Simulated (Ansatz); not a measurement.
**HfC (rocksalt): a single-point run**

Wanted: a converged single-point run for HfC (rocksalt), and a check of what comes out. The structure is shown as the input types it.

Method: DFT PBE, spin-orbit coupling, plane waves, PAW, in Ansatz 0.2.0.

3 further runs of the same task are left out: 2 that didn't finish, 1 set aside as unsound or not needed.

### 1 The starting structure

It takes space group Fm-3m (No. 225, cubic). The conventional cell has a = 4.648 Å, b = 4.648 Å, c = 4.648 Å, α = 90.00°, β = 90.00°, γ = 90.00°. Hf (site symmetry m-3m) has 6 C at 2.32 Å as nearest neighbours. C (site symmetry m-3m) has 6 Hf at 2.32 Å as nearest neighbours.

The input asks for a charge of -4 e on the cell.

Coordinates:

```cif
data_structure
_symmetry_space_group_name_H-M 'Fm-3m'
_symmetry_Int_Tables_number 225
_cell_length_a 4.6475
_cell_length_b 4.6475
_cell_length_c 4.6475
_cell_angle_alpha 90.000
_cell_angle_beta 90.000
_cell_angle_gamma 90.000
_cell_volume 100.38
loop_
_atom_site_label
_atom_site_type_symbol
_atom_site_symmetry_multiplicity
_atom_site_Wyckoff_symbol
_atom_site_fract_x
_atom_site_fract_y
_atom_site_fract_z
_atom_site_occupancy
Hf1 Hf 4 b 0.50000 0.00000 0.00000 1
C1 C 4 a 0.00000 0.00000 0.00000 1
```

### 2 Input and run

Contents of input.yaml:

```yaml
crystal:
  lattice:
    - [0.0, 2.3237547691, 2.3237547691]
    - [2.3237547691, 0.0, 2.3237547691]
    - [2.3237547691, 2.3237547691, 0.0]
  atoms:
    - { symbol: Hf, position: [0.5, 0.5, 0.5] }
    - { symbol: C, position: [0.0, 0.0, 0.0] }
basis:
  ecutwfc: 420
  ecutrho_ratio: 4
kpoints:
  mp_grid: { grid: [12, 12, 12] }
hamiltonian:
  xc: pbe
scf:
  occupations: { method: gaussian, width: 0.05 }
  max_iter: 60
output:
  forces: true
  stress: true
magnetization:
  noncollinear: true
  spin_orbit: true
total_charge: -4
```

Command:

```console
$ ansatz run input.yaml --threads 4 --pin off --max-ram 7168MiB --backend cpu --events-out ev --progress --plain --runs-dir out
```

**Question.** How will this run end, and is anything wrong with its input?

The program finished normally. It gives a pressure of -129 GPa, which is large.

The suspect setting: total_charge is -4. The net charge is not the one intended, so the run treats another number of electrons.

Run again and compare: delete total_charge (the default then holds).
